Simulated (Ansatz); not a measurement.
A calculation with Ansatz 0.2.0 of Sc (native input, structure typed inline):

Contents of input.yaml:

```yaml
crystal:
  lattice:
    - [3.309, 0.0, 0.0]
    - [-1.6545, 2.8656780611, 0.0]
    - [0.0, 0.0, 5.2733]
  atoms:
    - { symbol: Sc, position: [0.6666666667, 0.3333333333, 0.75] }
    - { symbol: Sc, position: [0.3333333333, 0.6666666667, 0.25] }
hamiltonian:
  xc: pbe0
  pseudopotentials: { kind: paw }
kpoints:
  mp_grid: { grid: [7, 7, 4] }
scf:
  occupations: { method: gaussian, width: 0.05 }
  n_extra_bands: 6
output:
  forces: true
  stress: true
  eigenvalues: true
  dos: { projected: false, de: 0.05 }
```

Potentials or basis: Ansatz PAW.

Command:

```console
$ ansatz run input.yaml --threads 2 --pin off --max-ram 5120MiB --backend cpu --events-out ev --progress --plain --runs-dir out
```

Write the same calculation in another form: ASE script, Cartesian positions.

As run:

Contents of run.py:

```python
import json

import ase.io
import numpy as np

import ansatz as az

atoms = ase.io.read("Sc.xyz")

calculation = (
    az.Crystal.from_ase(atoms)
    .calculation()
    .kpoints(7, 7, 4)
    .functional("pbe0")
    .pseudopotentials(kind="paw")
    .scf(extra_bands=6)
    .occupations(method="gaussian", width=0.05)
    .density()
    .potential()
    .output_files(volumetric_format="npy")
    .electron_localization_function()
    .density_of_states(energy_step=0.05, projected=False)
    .forces()
    .stress()
    .band_table(publish=True)
)
outcome = calculation.run(threads=2, events_out="events.jsonl")

report = outcome.report
for line in open("events.jsonl"):
    event = json.loads(line)
    if event["event"] == "scf_iter":
        d = event["data"]
        print(f"SCF {d['iter']:3d}  HF = {d['harris_foulkes_ev']:.6f} eV  dr2 = {d['dr2_ev']:.2e} eV")
    elif event["event"] in ("relax_step", "md_step"):
        d = event["data"]
        print(f"{event['event']} {d['step']:3d}  E = {d['lagrangian_ev']:.6f} eV")
np.set_printoptions(precision=5, suppress=True, linewidth=110)
print("converged:", report["converged"], "after", report["n_iterations"], "iterations")
print(f"free energy {report['free_energy_ev']:.6f} eV, Fermi level {report['fermi_energy_ev']:.4f} eV")
for key in ("band_edges_ev", "magnetization_mub", "site_moments_mub", "site_moments_nc_mub", "forces_ev_ang",
                "stress_gpa", "kpoints_frac", "eigenvalues_ev"):
    if report.get(key) is not None:
        print(key, np.array(report[key]), sep="\n")
```

Sc.xyz

```xyz
2
Lattice="3.3090000000 0.0000000000 0.0000000000 -1.6545000000 2.8656780611 0.0000000000 0.0000000000 0.0000000000 5.2733000000" Properties=species:S:1:pos:R:3 pbc="T T T"
Sc     1.6545000002      0.9552260203      3.9549750000
Sc    -0.0000000002      1.9104520408      1.3183250000
```

Potentials or basis: Ansatz PAW.

Launch:

```bash
$ python run.py
```

Both were run:

|  | native input, structure typed inline | ASE script, Cartesian positions |
| --- | --- | --- |
| Pressure | -0.1 GPa | -0.1 GPa |
| Band gap on the k mesh | none (metal or under the smearing width) | none (metal or under the smearing width) |
| Density of states at the Fermi level | 1.88 states/eV per cell | 1.88 states/eV per cell |

Keys that steer only the numerical path or the files written may differ.

Caveat: the PAW data sets were made with another functional, which shifts forces and pressure a little; the thresholds are loose for stress.
